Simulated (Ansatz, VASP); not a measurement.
Two plane-wave programs on ZnCu

```
Zn Cu
1.0
     2.88488    0.00000    0.00000
     0.00000    2.88488    0.00000
     0.00000    0.00000    2.88488
Zn Cu
1 1
Cartesian
  1.4424 1.4424 1.4424
  0.0000 0.0000 0.0000
```

Change from the starting cell: volume scaled by 0.94.

Alike in both runs: task single point; functional PBE; k mesh 9 × 9 × 9; occupations fermi-dirac, width 0.05 eV; no spin polarisation.

```csv
,VASP,Ansatz
version,VASP 6.6.1,Ansatz 0.2.0
potentials or method,"VASP PAW PBE potentials, release 64 (Zn, Cu)",Ansatz PAW
plane-wave cutoff (eV),520,420
valence electrons in the cell,23,31
```

VASP gave:

- gap on the k mesh at the Fermi level (eV): none
- pressure (GPa): 12.3

Which values does Ansatz return?

gap on the k mesh at the Fermi level (eV): none; pressure (GPa): 11.6.

A gap of «none» marks a metal or a gap that the smearing closes. The two sets of potentials don't hold the same shells in valence.
